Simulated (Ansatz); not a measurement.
Below is a relaxed structure of SiC. The cell was found from a structure generator's guess, not taken from experiment.

Method: Ansatz, DFT PBE, scalar-relativistic, plane waves, PAW. Cutoff 420 eV, Γ-centred mesh, Gaussian smearing, no spin polarisation.

```
Si C
1.0
     5.35710    0.00000    0.00000
     0.00000    5.35710    0.00000
     0.00000    0.00000    5.35710
Si C
6 6
Direct
  0.75000 0.50000 0.00000
  0.50000 0.00000 0.75000
  0.00000 0.75000 0.50000
  0.00000 0.25000 0.50000
  0.25000 0.50000 0.00000
  0.50000 0.00000 0.25000
  0.50000 0.75000 0.00000
  0.75000 0.00000 0.50000
  0.00000 0.50000 0.75000
  0.25000 0.00000 0.50000
  0.00000 0.50000 0.25000
  0.50000 0.25000 0.00000
```

Energies over the elements count from the elements' standard structures at the same level, with no fitted energy shifts.

**Question.** What space group does it have?

**Answer.** Pm-3n (No. 223). Conventional cell: a = 5.357 Å. Si is surrounded by 4 C at 1.89 Å; C has 4 Si at 1.89 Å.

**Question.** How far does it lie from the elements in energy?

**Answer.** +0.020 eV/atom. The formation energy is too near zero to say whether this cell lies below the elements.

**Question.** Is it a metal?

**Answer.** No, the gap on the 6×6×6 mesh is 1.90 eV.

**Question.** From what recipe could a structure generator have reached it?

**Answer.** One such recipe: 4-connected net, two elements alternating (Pm-3n, No. 223). Other recipes can lead to the same cell.

The last run used a 6×6×6 mesh for its 12-atom cell and Gaussian smearing of 0.02 eV. Kohn–Sham gaps at this level usually fall short of measured ones. The reference form of C is held partly by dispersion forces, which this level lacks. Symmetry constrained the relaxation, so the result can be a saddle point.
